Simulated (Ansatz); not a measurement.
# Sb: pressure against volume

One table from this session's results is given with a row withheld; the runs are named, their logs left out.

Method: DFT PBE, scalar-relativistic, in Ansatz 0.2.0.

**The starting structure**

Symmetry: Pm-3m, No. 221, cubic system. Conventional cell: a = 3.160 Å, b = 3.160 Å, c = 3.160 Å, α = 90.00°, β = 90.00°, γ = 90.00°. Sb (site symmetry m-3m) is surrounded by 6 Sb at 3.16 Å.

Coordinates:

```
CELL_PARAMETERS angstrom
3.16000 0.00000 0.00000
0.00000 3.16000 0.00000
0.00000 0.00000 3.16000
ATOMIC_POSITIONS crystal
Sb 0.00000 0.00000 0.00000
```

The cell is a deposited one (Crystallography Open Database entry 9013008); the temperature and pressure of the measurement aren't taken into account, and nothing was relaxed.

The first run:

input.yaml

```yaml
crystal:
  lattice:
    - [3.0960408524, 0.0, 0.0]
    - [0.0, 3.0960408524, 0.0]
    - [0.0, 0.0, 3.0960408524]
  atoms:
    - { symbol: Sb, position: [0.0, 0.0, 0.0] }
kpoints:
  mp_grid: { grid: [13, 13, 13] }
scf:
  occupations: { method: fermi_dirac, width: 0.05 }
hamiltonian:
  xc: pbe
  pseudopotentials: { kind: all_electron, lapw: { basis_error: 0.001 } }
output:
  forces: true
  stress: true
  eigenvalues: true
```

Among the steps run: Volume × 0.9405, LAPW; Volume × 0.9405, PAW; Volume × 0.9405, crystal datasets; Volume × 0.97, LAPW; Volume × 0.97, PAW; Volume × 1.03, LAPW; Volume × 1.03, PAW; Volume × 1.06, LAPW; Volume × 1.06, PAW; Volume × 1.06, crystal datasets.

One table of the session follows, with a row left open; its other results are not shown here.

| method | volume (Å³/atom) | pressure (GPa) |
| --- | --- | --- |
| LAPW | 29.677 | 0.63 |
| LAPW | 30.608 | -1.06 |
| LAPW | 31.554 | -2.50 |
| LAPW | 32.501 | -3.69 |
| LAPW | 33.448 | -4.70 |
| PAW | 29.677 | 0.62 |
| PAW | 30.608 | ? |
| PAW | 31.554 | -2.50 |
| PAW | 32.501 | -3.70 |
| PAW | 33.448 | -4.70 |
| crystal datasets | 29.677 | 0.63 |
| crystal datasets | 31.554 | -2.50 |
| crystal datasets | 33.448 | -4.70 |

Q: Estimate the row for PAW, 30.608 from the others.

As computed: pressure (GPa): -1.07. In the column «pressure (GPa)» it lies between crystal datasets, 31.554 (-2.50) and LAPW, 30.608 (-1.06).

To keep in mind: Warnings in the runs' records: gradients without spin orbit, crystal datasets made.
